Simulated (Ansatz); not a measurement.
# GaN: levels of theory, part 2 of 2

The task, for GaN: compare levels of theory; the runs are relaxing the atoms and single point.

Ansatz 0.2.0; DFT PBE, scalar-relativistic, plane waves, PAW, and further levels as typed in the inputs. The steps go on from the part before.

## 4. Relaxing the atoms: LDA

The input, input.yaml:

```yaml
crystal:
  lattice:
    - [3.208134, 0.0, 0.0]
    - [-1.604067, 2.77832554, 0.0]
    - [0.0, 0.0, 5.185]
  atoms:
    - { symbol: Ga, position: [0.3333333333, 0.6666666667, 0.0] }
    - { symbol: Ga, position: [0.6666666667, 0.3333333333, 0.5] }
    - { symbol: "N", position: [0.3333333333, 0.6666666667, 0.377] }
    - { symbol: "N", position: [0.6666666667, 0.3333333333, 0.877] }
scf:
  occupations: { method: gaussian, width: 0.05 }
output:
  forces: true
  stress: true
hamiltonian:
  xc: lda
kpoints:
  mp_grid: { grid: [8, 8, 5] }
relax:
  f_tol: 0.003
```

The run is started by

```
> ansatz run input.yaml --threads 4 --pin off --max-ram 10240MiB --backend cpu --events-out ev --progress --plain --runs-dir out
```

Log (excerpt; [...] marks lines left out):

```text
Warning: output.stress: scf.convergence.dr2_threshold = 9e-9 eV (the default of a walk held to its f_tol) is looser than the 4e-10 eV advised for a printed stress (1e-10 eV for each atom of the cell: 4). What an SCF threshold leaves in a stress goes as its square root, and in the free [...]
Warning: RAYON_NUM_THREADS=4 ignored (pool sized by the plan → 4); use --threads N
[...]
Pseudopotentials: kind: paw
Pseudopotential: Ga, paw, valence charge 13, recommended cutoff 420 eV (normal), Ga.paw.azcp
Pseudopotential: N, paw, valence charge 5, recommended cutoff 420 eV (normal), N.paw.azcp
Functional definition: SPW92
[...]
Crystal: 4 atoms, lattice volume = 46.215 Å³
Basis set: ecut = 420 eV, 917 PW (Γ)
Bands: 22, of which v1, the nominal top of the filled ones, is band 18 counted from 1 (17 counted from 0)
Symmetry: 12 space group operations
Space group: P63mc (ITA 186), of the structure as read, at distance tolerance 3.6e-5 Å
k-points: 30 of 320 (time reversal used)
[...]
SCF converged after 3 iterations
Free energy (F): -8164.133276 eV
[...]
E sigma→0 (E₀):  -8164.133276 eV
Fermi energy:    10.068102 eV
[...]
--- Forces (eV/Å), atoms counted from 1 ---
  atom   1  Ga    -0.00000000    -0.00000000    -0.00030327
  atom   2  Ga     0.00000000     0.00000000    -0.00030327
  atom   3  N     -0.00000000    -0.00000000     0.00037117
  atom   4  N      0.00000000     0.00000000     0.00037117
[...]
--- Stress (GPa, compression-positive) ---
       -8.998544       0.000000       0.000000
        0.000000      -8.998544       0.000000
        0.000000      -0.000000      -6.518599
  P = ⅓ Tr σ = -8.1719 GPa (-81.719 kbar)
--- Relaxed structure (4 steps of the walk, 4 accepted, 0 SCFs on fresh bases) ---
  F+E_penalty+E_count = -8164.13327605 eV   max|allowed force component| = 3.372e-4 eV/Å
  atoms:
    - { symbol: Ga, position: [0.3333333333333333, 0.6666666666666666, -0.00041222058119235356] }
    - { symbol: Ga, position: [0.6666666666666666, 0.3333333333333333, 0.4995877794188077] }
    - { symbol: N, position: [0.3333333333333333, 0.6666666666666666, 0.3774122205811924] }
    - { symbol: N, position: [0.6666666666666666, 0.3333333333333333, 0.8774122205811923] }
```

Run time: 1.8 s. Hardware: 4 threads of AMD EPYC 7R13 (Zen 3), shared host; peak memory 0.41 GiB.

Relaxation path:

```
step  E - E(step 1) (eV/cell)  largest force component (eV/Å)
   1                   0.0000                          0.0475
   2                  -0.0001                          0.0339
   3                  -0.0002                          0.0003
   4                  -0.0002                          0.0003
```

Step 1 is the start.

## 5. Single point

It takes the final geometry of step 4.

The input, input.yaml:

```yaml
crystal:
  lattice:
    - [3.2081339984, 0.0, 0.0]
    - [-1.6040669992, 2.7783255414, 0.0]
    - [0.0, 0.0, 5.185]
  atoms:
    - { symbol: Ga, position: [0.3333333333, 0.6666666667, -0.0004122206] }
    - { symbol: Ga, position: [0.6666666667, 0.3333333333, 0.4995877794] }
    - { symbol: "N", position: [0.3333333333, 0.6666666667, 0.3774122206] }
    - { symbol: "N", position: [0.6666666667, 0.3333333333, 0.8774122206] }
scf:
  occupations: { method: gaussian, width: 0.03 }
output:
  eigenstates: { kpoints: [[0, 0, 0]] }
hamiltonian:
  xc: lda
kpoints:
  mp_grid: { grid: [8, 8, 5] }
```

The run is started by

```
> ansatz run input.yaml --threads 4 --pin off --max-ram 10240MiB --backend cpu --events-out ev --progress --plain --runs-dir out
```

Log (excerpt; [...] marks lines left out):

```text
Warning: RAYON_NUM_THREADS=4 ignored (pool sized by the plan → 4); use --threads N
[...]
Pseudopotentials: kind: paw
Pseudopotential: Ga, paw, valence charge 13, recommended cutoff 420 eV (normal), Ga.paw.azcp
Pseudopotential: N, paw, valence charge 5, recommended cutoff 420 eV (normal), N.paw.azcp
Functional definition: SPW92
[...]
Crystal: 4 atoms, lattice volume = 46.215 Å³
Basis set: ecut = 420 eV, 917 PW (Γ)
Bands: 22, of which v1, the nominal top of the filled ones, is band 18 counted from 1 (17 counted from 0)
Symmetry: 12 space group operations
Space group: P63mc (ITA 186), of the structure as read, at distance tolerance 3.6e-5 Å
k-points: 30 of 320 (time reversal used)
[...]
SCF iter   1: F=—  HF=-8164.157536 eV  |F-HF|=—  |Δ(HF+E_count)|=         —  Δρ=1.36e-2  dr2=8.30e-2  ethr=1.77e-3  ⟨swp⟩=5.2  Hψ=2653  notcnv=0
[...]
SCF iter   7: F=-8164.133276 eV  HF=-8164.133276 eV  |F-HF|=2.37e-8  |Δ(HF+E_count)|=   5.24e-8  Δρ=5.91e-6  dr2=1.60e-8  ethr=2.40e-10  ⟨swp⟩=2.9  Hψ=1504  notcnv=0
[...]
NSCF: frozen V_eff on 1 k-points
SCF converged after 7 iterations
Free energy (F): -8164.133276 eV
[...]
E sigma→0 (E₀):  -8164.133276 eV
Fermi energy:    10.067790 eV
[...]
--- Band table (eV; the first three rows and the last of 30) ---
  k-point 0: bands = ["-6.6020", "-5.7947", "-4.4198", "-4.4065", "-4.4065", "-4.3477", "-4.3477", "-4.1693", "-4.1693", "-4.0720", "-4.0720", "-2.6494", "2.1257", "8.0856", "8.0856", "9.1382", "9.1382", "9.1395", "10.9960", "13.1398", "18.1812", "18.7311"]
[...]
```

It took 0.87 s on 4 threads of AMD EPYC 7R13 (Zen 3), shared host; peak memory 0.37 GiB.

## 6. Relaxing the atoms: r2SCAN

The input, input.yaml:

```yaml
crystal:
  lattice:
    - [3.208134, 0.0, 0.0]
    - [-1.604067, 2.77832554, 0.0]
    - [0.0, 0.0, 5.185]
  atoms:
    - { symbol: Ga, position: [0.3333333333, 0.6666666667, 0.0] }
    - { symbol: Ga, position: [0.6666666667, 0.3333333333, 0.5] }
    - { symbol: "N", position: [0.3333333333, 0.6666666667, 0.377] }
    - { symbol: "N", position: [0.6666666667, 0.3333333333, 0.877] }
scf:
  occupations: { method: gaussian, width: 0.05 }
output:
  forces: true
  stress: true
hamiltonian:
  xc: r2scan
kpoints:
  mp_grid: { grid: [8, 8, 5] }
relax:
  f_tol: 0.003
```

The run is started by

```
> ansatz run input.yaml --threads 4 --pin off --max-ram 10240MiB --backend cpu --events-out ev --progress --plain --runs-dir out
```

Log (excerpt; [...] marks lines left out):

```text
Warning: output.stress: scf.convergence.dr2_threshold = 9e-9 eV (the default of a walk held to its f_tol) is looser than the 4e-10 eV advised for a printed stress (1e-10 eV for each atom of the cell: 4). What an SCF threshold leaves in a stress goes as its square root, and in the free [...]
Warning: RAYON_NUM_THREADS=4 ignored (pool sized by the plan → 4); use --threads N
[...]
Pseudopotentials: kind: paw
Pseudopotential: Ga, paw, valence charge 13, recommended cutoff 500 eV (meta_gga), Ga.paw.azcp
Pseudopotential: N, paw, valence charge 5, recommended cutoff 500 eV (meta_gga), N.paw.azcp
Functional definition: r2SCAN
[...]
Crystal: 4 atoms, lattice volume = 46.215 Å³
Basis set: ecut = 500 eV, 1165 PW (Γ), exchange–correlation on 96×96×160 points (64 copies of the dense FFT grid, shifted against one another)
Bands: 22, of which v1, the nominal top of the filled ones, is band 18 counted from 1 (17 counted from 0)
Symmetry: 12 space group operations
Space group: P63mc (ITA 186), of the structure as read, at distance tolerance 3.6e-5 Å
[...]
SCF converged after 2 iterations
Free energy (F): -8352.765417 eV
[...]
E sigma→0 (E₀):  -8352.765417 eV
Fermi energy:    10.368799 eV
[...]
--- Forces (eV/Å), atoms counted from 1 ---
  atom   1  Ga    -0.00000000    -0.00000000    -0.00103839
  atom   2  Ga    -0.00000000     0.00000000    -0.00103839
  atom   3  N      0.00000000    -0.00000000     0.00102249
  atom   4  N      0.00000000     0.00000000     0.00102249
[...]
--- Stress (GPa, compression-positive) ---
       -3.786649      -0.000000      -0.000000
        0.000000      -3.786649       0.000000
       -0.000000       0.000000      -1.527439
  P = ⅓ Tr σ = -3.0336 GPa (-30.336 kbar)
--- Relaxed structure (4 steps of the walk, 4 accepted, 0 SCFs on fresh bases) ---
  F+E_penalty+E_count = -8352.76541658 eV   max|allowed force component| = 1.034e-3 eV/Å
  atoms:
    - { symbol: Ga, position: [0.3333333333333333, 0.6666666666666666, -0.000488821765989413] }
    - { symbol: Ga, position: [0.6666666666666666, 0.3333333333333333, 0.4995111782340106] }
    - { symbol: N, position: [0.3333333333333333, 0.6666666666666666, 0.37748882176598947] }
    - { symbol: N, position: [0.6666666666666666, 0.3333333333333333, 0.8774888217659894] }
```

Run time: 4.4 s. Hardware: 4 threads of AMD EPYC 7R13 (Zen 3), shared host; peak memory 0.51 GiB.

The steps of the relaxation:

| step | energy from step 1 (eV/cell) | largest force component (eV/Å) |
| --- | --- | --- |
| 1 | 0.0000 | 0.0605 |
| 2 | -0.0002 | 0.0418 |
| 3 | -0.0003 | 0.0009 |
| 4 | -0.0003 | 0.0010 |

Step 1 is the start.

## 7. Single point

It takes the final geometry of step 6.

The input, input.yaml:

```yaml
crystal:
  lattice:
    - [3.2081339984, 0.0, 0.0]
    - [-1.6040669992, 2.7783255414, 0.0]
    - [0.0, 0.0, 5.185]
  atoms:
    - { symbol: Ga, position: [0.3333333333, 0.6666666667, -0.0004888218] }
    - { symbol: Ga, position: [0.6666666667, 0.3333333333, 0.4995111782] }
    - { symbol: "N", position: [0.3333333333, 0.6666666667, 0.3774888218] }
    - { symbol: "N", position: [0.6666666667, 0.3333333333, 0.8774888218] }
scf:
  occupations: { method: gaussian, width: 0.03 }
output:
  eigenstates: { kpoints: [[0, 0, 0]] }
hamiltonian:
  xc: r2scan
kpoints:
  mp_grid: { grid: [8, 8, 5] }
```

The run is started by

```
> ansatz run input.yaml --threads 4 --pin off --max-ram 10240MiB --backend cpu --events-out ev --progress --plain --runs-dir out
```

Log (excerpt; [...] marks lines left out):

```text
[...]
NSCF: frozen V_eff on 1 k-points
SCF converged after 8 iterations
Free energy (F): -8352.765417 eV
[...]
E sigma→0 (E₀):  -8352.765417 eV
Fermi energy:    10.368888 eV
[...]
--- Band table (eV; the first three rows and the last of 30) ---
  k-point 0: bands = ["-7.4282", "-6.4939", "-4.6314", "-4.6181", "-4.6181", "-4.5531", "-4.5531", "-4.3544", "-4.3544", "-4.2593", "-4.2593", "-3.0946", "2.1897", "8.1633", "8.1633", "9.2320", "9.2320", "9.2411", "11.4967", "13.8876", "19.1771", "19.6809"]
[...]
```

Run time: 1.7 s. Hardware: 4 threads of AMD EPYC 7R13 (Zen 3), shared host; peak memory 0.48 GiB.

## 8. The runs side by side

What follows sums up all 2 parts.

| step | level | volume (Å³/atom) | pressure (GPa) | energy above the lowest (meV/atom) | gap on the mesh (eV) | gap less the measured one (eV) | time |
| --- | --- | --- | --- | --- | --- | --- | --- |
| 2 | PBE | 11.55 | 3.1 | 0.0 | n/a | n/a | 1.7 s |
| 3 | PBE | 11.55 | n/a | 0.0 | 1.85 | -1.66 | 0.83 s |
| 4 | LDA | 11.55 | -8.2 | 0.0 | n/a | n/a | 1.8 s |
| 5 | LDA | 11.55 | n/a | 0.0 | 1.86 | -1.65 | 0.87 s |
| 6 | r2SCAN | 11.55 | -3.0 | 0.0 | n/a | n/a | 4.4 s |
| 7 | r2SCAN | 11.55 | n/a | 0.0 | 2.26 | -1.25 | 1.7 s |

Energies compare only among runs of one formula, size, charge, level and basis; each such set counts from its lowest member.

The measured gap used in the table is 3.503 eV (direct; 1.6 K; a printed reference work, data compilation); excitons, temperature and zero-point motion are not in these runs. Spin polarisation is off in the runs that give these values; a magnetic solution could lie lower.

These are semilocal Kohn-Sham gaps, which aren't the measured quantity. Such gaps usually fall short of the measured ones.
